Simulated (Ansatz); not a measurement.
Nuclear-site quantities of CuI as the cell is scaled

```xyz
2
Lattice="0.0000 3.0395 3.0395 3.0395 0.0000 3.0395 3.0395 3.0395 0.0000" Properties=species:S:1:pos:R:3 pbc="T T T"
Cu    0.0000    0.0000    0.0000
I     1.5198    1.5198    1.5198
```

Atom numbers follow the list: Cu1, I2.

The cell was built from the zincblende type and relaxed in the same program, and has space group F-43m; it needn't be a known or the stable phase.

No spin–orbit coupling, which matters for the heavy atoms here.

Theory: Ansatz 0.2.0, DFT, PBE, all-electron PAW with datasets made for the crystal, scalar-relativistic.

Settings: a Γ-centred 12×12×12 k mesh, Fermi–Dirac smearing of 0.05 eV, cutoff 220 eV (chosen by the program for this cell), no spin polarisation.

The contact density is the mean electron density over the nuclear volume; its changes set Mössbauer isomer shifts. Changes below are taken from the unscaled cell, where it is 147616 e/Å³ at Cu1, 1.60373e+06 e/Å³ at I2.

```json
{"V/V(cell)": "0.9405", "P (GPa)": "2.8", "Δρ(0) Cu1 (e/Å³)": "2.40", "Δρ(0) I2 (e/Å³)": "?"}
{"V/V(cell)": "1.0000", "P (GPa)": "0.0", "Δρ(0) Cu1 (e/Å³)": "0.00", "Δρ(0) I2 (e/Å³)": "0.00"}
{"V/V(cell)": "1.0600", "P (GPa)": "-1.9", "Δρ(0) Cu1 (e/Å³)": "?", "Δρ(0) I2 (e/Å³)": "?"}
```

(1) Fill in "Δρ(0) I2 (e/Å³)" for the row "0.9405".

(2) What belongs in the row "1.0600", column "Δρ(0) I2 (e/Å³)"?

(3) Give the missing entry: row "1.0600", column "Δρ(0) Cu1 (e/Å³)".

The datasets are made afresh for each cell, so very small changes are uncertain. Scalar relativity leaves out the p1/2 density at heavy nuclei.

## Answers

(1) -3.01.

(2) 2.65.

(3) -2.15.
